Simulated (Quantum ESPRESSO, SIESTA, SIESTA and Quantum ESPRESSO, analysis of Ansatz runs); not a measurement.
# V_N in AlN (F-43m): how far do the levels depend on the basis and the program? (SIESTA and Quantum ESPRESSO)

We place the charge-transition levels of V_N in AlN (F-43m) with atom-centred orbitals, then repeat the energies at other levels of method to see what holds. Model: a cell of 54 host atoms with 1 N taken out.

Program: SIESTA and Quantum ESPRESSO. Level of theory: SIESTA numerical-orbital DFT, PBEsol, DZP basis, PseudoDojo 0.4.1 potentials converted to PSML; charged supercells in a uniform background, point-charge correction with alignment at far sites. Results are calculated unless marked as measured.

The structure was built from a prototype and need not be the compound's stable phase.

### 1. The starting structure

The cell holds 53 atoms: 27 Al and 26 N. Its edges and angles: a = 9.317 Å, b = 9.317 Å, c = 9.317 Å, α = 60.0°, β = 60.0°, γ = 60.0°. It derives from AlN (space group F-43m). Nearest the centre at fractional (0.417, 0.417, 0.417): Al28 at 1.90 Å, Al32 at 1.90 Å, Al44 at 1.90 Å, Al27 at 1.90 Å, N24 at 3.11 Å, N12 at 3.11 Å, N31 at 3.11 Å, N16 at 3.11 Å.

As a file:

```
CELL_PARAMETERS angstrom
0.00005 6.58810 6.58810
6.58810 0.00005 6.58810
6.58810 6.58810 0.00005
ATOMIC_POSITIONS crystal
Al 0.00000 0.00000 0.00000
N 0.08333 0.08333 0.08333
Al 0.00000 0.00000 0.33333
N 0.08333 0.08333 0.41667
Al 0.00000 0.00000 0.66667
N 0.08333 0.08333 0.75000
Al 0.00000 0.33333 0.00000
N 0.08333 0.41667 0.08333
Al 0.00000 0.33333 0.33333
N 0.08333 0.41667 0.41667
Al 0.00000 0.33333 0.66667
N 0.08333 0.41667 0.75000
Al 0.00000 0.66667 0.00000
N 0.08333 0.75000 0.08333
Al 0.00000 0.66667 0.33333
N 0.08333 0.75000 0.41667
Al 0.00000 0.66667 0.66667
N 0.08333 0.75000 0.75000
Al 0.33333 0.00000 0.00000
N 0.41667 0.08333 0.08333
Al 0.33333 0.00000 0.33333
N 0.41667 0.08333 0.41667
Al 0.33333 0.00000 0.66667
N 0.41667 0.08333 0.75000
Al 0.33333 0.33333 0.00000
N 0.41667 0.41667 0.08333
Al 0.33333 0.33333 0.33333
Al 0.33333 0.33333 0.66667
N 0.41667 0.41667 0.75000
Al 0.33333 0.66667 0.00000
N 0.41667 0.75000 0.08333
Al 0.33333 0.66667 0.33333
N 0.41667 0.75000 0.41667
Al 0.33333 0.66667 0.66667
N 0.41667 0.75000 0.75000
Al 0.66667 0.00000 0.00000
N 0.75000 0.08333 0.08333
Al 0.66667 0.00000 0.33333
N 0.75000 0.08333 0.41667
Al 0.66667 0.00000 0.66667
N 0.75000 0.08333 0.75000
Al 0.66667 0.33333 0.00000
N 0.75000 0.41667 0.08333
Al 0.66667 0.33333 0.33333
N 0.75000 0.41667 0.41667
Al 0.66667 0.33333 0.66667
N 0.75000 0.41667 0.75000
Al 0.66667 0.66667 0.00000
N 0.75000 0.75000 0.08333
Al 0.66667 0.66667 0.33333
N 0.75000 0.75000 0.41667
Al 0.66667 0.66667 0.66667
N 0.75000 0.75000 0.75000
```

The host's dielectric constants go in as inputs: 4.61 for the electrons alone, 8.37 with the ions, from a response run on this crystal (DFPT, PBEsol, Quantum ESPRESSO) at that run's own cell.

The cell's shortest repeat is 9.3 Å.

The primitive cell was relaxed at this level beforehand, to 21.18 Å³.

The defect-free supercell was relaxed beforehand, from displaced atoms: they ended at most 0.01 Å from the sites they started about, so the symmetric structure holds.

### 2. Band edges

Levels are counted from the valence top, which comes from the unit cell, dense mesh; the energy of the host comes from the defect-free supercell at the defects' own k-points, so that the host's part of the sampling error cancels.

The input, host.fdf:

```
SystemName                      AlN
SystemLabel                     host
NumberOfSpecies                 2
NumberOfAtoms                   2
%block ChemicalSpeciesLabel
  1   13 Al
  2    7 N
%endblock ChemicalSpeciesLabel
LatticeConstant                 1.0 Ang
%block LatticeVectors
     0.000017000     2.196033000     2.196033000
     2.196033000     0.000017000     2.196033000
     2.196033000     2.196033000     0.000017000
%endblock LatticeVectors
AtomicCoordinatesFormat         Fractional
%block AtomicCoordinatesAndAtomicSpecies
     0.000000228     0.000000228     0.000000228  1
     0.250000057     0.250000057     0.250000057  2
%endblock AtomicCoordinatesAndAtomicSpecies
%block kgrid.MonkhorstPack
   12   0   0  0.00
    0  12   0  0.00
    0   0  12  0.00
%endblock kgrid.MonkhorstPack
XC.Functional                   GGA
XC.Authors                      PBEsol
PAO.BasisSize                   DZP
PAO.EnergyShift                 0.005 Ry
Mesh.Cutoff                     300 Ry
OccupationFunction              FD
ElectronicTemperature           0.01 eV
MaxSCFIterations                150
SCF.MustConverge                true
SCF.Mixer.Method                Pulay
SCF.Mixer.Weight                0.2
SCF.Mixer.History               10
SCF.DM.Tolerance                1.0e-4
SCF.H.Tolerance                 1.0e-3 eV
WriteForces                     true
Charge.Mulliken                 end
```

On the command line:

```bash
$ OMP_NUM_THREADS=1 siesta host.fdf > host.out
```

Output:

```text
Version         : 5.4.2

                           ***********************
                           *  WELCOME TO SIESTA  *
                           ***********************

[...]
reinit: Reading from file host.fdf

reinit: -----------------------------------------------------------------------
reinit: System Name: AlN
reinit: -----------------------------------------------------------------------
reinit: System Label: host
reinit: -----------------------------------------------------------------------

initatom: Reading input for the pseudopotentials and atomic orbitals ----------
Species number:   1 Atomic number:   13 Label: Al
Species number:   2 Atomic number:    7 Label: N

[... pseudopotential checks and orbital generation ...]

prinput: Basis input

PAO.BasisType split

%block ChemicalSpeciesLabel
    1   13 Al                      # Species index, atomic number, species label
    2    7 N                       # Species index, atomic number, species label
%endblock ChemicalSpeciesLabel

%block PAO.Basis                 # Define Basis set
# WARNING: This information might be incomplete!
[...]
(Free)E + p*V (eV/cell)     -346.9186
Target enthalpy (eV/cell)     -346.9193
[...]
siesta: Final energy (eV):
siesta:  Band Struct. =    -107.376811
siesta:       Kinetic =     220.027319
siesta:       Hartree =      75.994007
siesta:         Exch. =    -103.045564
siesta:         Corr. =     -11.042645
siesta:   Exch.-corr. =    -114.088209
siesta:  Ion-electron =    -354.811213
siesta:       Ion-ion =    -174.041248
siesta:         Total =    -346.919344
siesta:         Fermi =      -6.736081
[...]
siesta: Stress tensor (static) (eV/Ang**3):
siesta:    -0.000035   -0.000005   -0.000005
siesta:    -0.000005   -0.000035   -0.000005
siesta:    -0.000005   -0.000005   -0.000035
[...]
siesta: Cell volume =         21.180760 Ang**3
[...]
siesta: Pressure (static):
siesta:                Solid            Molecule  Units
siesta:           0.00000039          0.00000039  Ry/Bohr**3
siesta:           0.00003537          0.00003570  eV/Ang**3
siesta:           0.05667116          0.05719351  kBar
[...]
mulliken: Qtot =        8.000

Mulliken Atomic Populations:
Atom #   charge [q] valence [e]  Species
     1     0.196897    2.803103  Al
     2    -0.196897    5.196897  N
 Total     0.000000

Job completed
```

Elapsed: 35 s, on 1 MPI rank of Arm Neoverse V2, shared host; peak memory 0.21 GiB.

The gap at this level is 3.14 eV.

Test of the sampling: at one point at (¼, ¼, ¼) the host's energy lies 54 meV an atom above its value on the primitive cell's dense mesh, too far, so all defect runs take a 2×2×2 mesh.

[end of part 1 of 4]

[Logs are printed without paths, hosts, clocks, repeated set-up lines and the standing remarks that a program may print on its own settings, such as how far it seeks lower states.]

[Hosts, paths, dates, database ids (printed as entryN), source tags and the programs' standing remarks are cut or masked in the printed files.]

[For some hosts the program warned that the k-mesh of the response run may be too coarse for force constants and the static dielectric constant; such warnings are not shown here.]

[Charge tables in the logs are Mulliken or Hirshfeld populations, whose sizes and signs can differ; where basis functions stand at a vacancy, SIESTA counts their charge against the missing atom's valence.]

[In relaxation paths of CP2K, step 0 can be the structure after the first move, since the trajectory file begins there, and the last row can be the final structure solved once more.]
